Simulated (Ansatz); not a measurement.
Crystal: ZnS (Wurtzite-4H).

```
Zn S
1.0
     3.82270    0.00000    0.00000
    -1.91135    3.31056    0.00000
     0.00000    0.00000   12.52000
Zn S
4 4
Direct
  0.66667 0.33333 0.75000
  0.33333 0.66667 0.25000
  0.00000 0.00000 0.50000
  0.00000 0.00000 0.00000
  0.66667 0.33333 0.93750
  0.33333 0.66667 0.43750
  0.00000 0.00000 0.68750
  0.00000 0.00000 0.18750
```

- Program: Ansatz 0.2.0
- Task: relaxation of cell and atoms
- Functional: RPBE
- Dispersion: D3(BJ)
- Potentials or basis: Ansatz PAW
- Cutoff: 420 eV (not typed: the program's choice for these potentials)
- k mesh: 8 × 8 × 3
- Occupations: fermi-dirac, width 0.05 eV
- Spin: no spin polarisation

At the start: volume 19.81 Å³/atom.

Where does the relaxation end?

It ends after 6 steps and the volume is 18.13 Å³/atom (-8.5 %); space group P6_3mc (No. 186, to 0.05 Å).

Step by step:
```csv
step,energy change (eV),largest force (eV/Å),volume (Å³)
1,0.0000,0.0276,158.44
2,-0.2345,0.0145,150.51
3,-0.2883,0.0053,144.14
4,-0.2891,0.0230,145.02
5,-0.2892,0.0013,145.00
6,-0.2822,0.0013,145.00
```

Final structure:
```
CELL_PARAMETERS angstrom
3.71320 0.00000 0.00000
-1.85660 3.21573 0.00000
0.00000 0.00000 12.14370
ATOMIC_POSITIONS crystal
Zn 0.66667 0.33333 0.75006
Zn 0.33333 0.66667 0.25006
Zn 0.00000 0.00000 0.50001
Zn 0.00000 0.00000 0.00001
S 0.66667 0.33333 0.93761
S 0.33333 0.66667 0.43761
S 0.00000 0.00000 0.68733
S 0.00000 0.00000 0.18733
```

Caveat: the plane-wave basis is chosen anew once the cell has moved, so the energies of steps on either side of that aren't comparable; the PAW data sets come from PBE, with cores solved anew for the run's functional, which leaves a small shift of forces and pressure.
